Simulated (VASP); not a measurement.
Si, 1 atom in the cell. Symmetry: P6/mmm, No. 191, hexagonal system. Conventional cell: a = 2.527 Å, b = 2.527 Å, c = 2.396 Å, α = 90.00°, β = 90.00°, γ = 120.00°. Around Si (site symmetry 6/mmm) lie 8 Si at 2.40 to 2.53 Å. This isn't the form of Si at room conditions, which is diamond.

* Program: VASP 6.6.1
* Task: single point
* Functional: PBEsol
* Potentials or basis: VASP PAW PBE potentials, release 64 (Si)
* Cutoff: 520 eV
* k mesh: 18 × 18 × 18
* Occupations: fermi-dirac, width 0.1 eV
* Spin: no spin polarisation
* Dipole correction: no
* Further INCAR settings: ALGO = Normal; EDIFF = 1e-06; NBANDS = 8

Potentials or basis: VASP PAW PBE potentials, release 64 (Si).

Command:

```bash
$ cat potpaw_PBE.64/Si/POTCAR > POTCAR
$ mpirun -np 1 vasp_std > vasp.out
```

Hardware: 1 thread of Intel(R) Xeon(R) 6975P-C (Granite Rapids) (shared host).

Task: Estimate the wall time of this run.

Result: Run time: 12 s on 1 thread of Intel(R) Xeon(R) 6975P-C (Granite Rapids), with other jobs on the host, peak memory 0.13 GiB. Counts: scf iterations 9, k points 370.
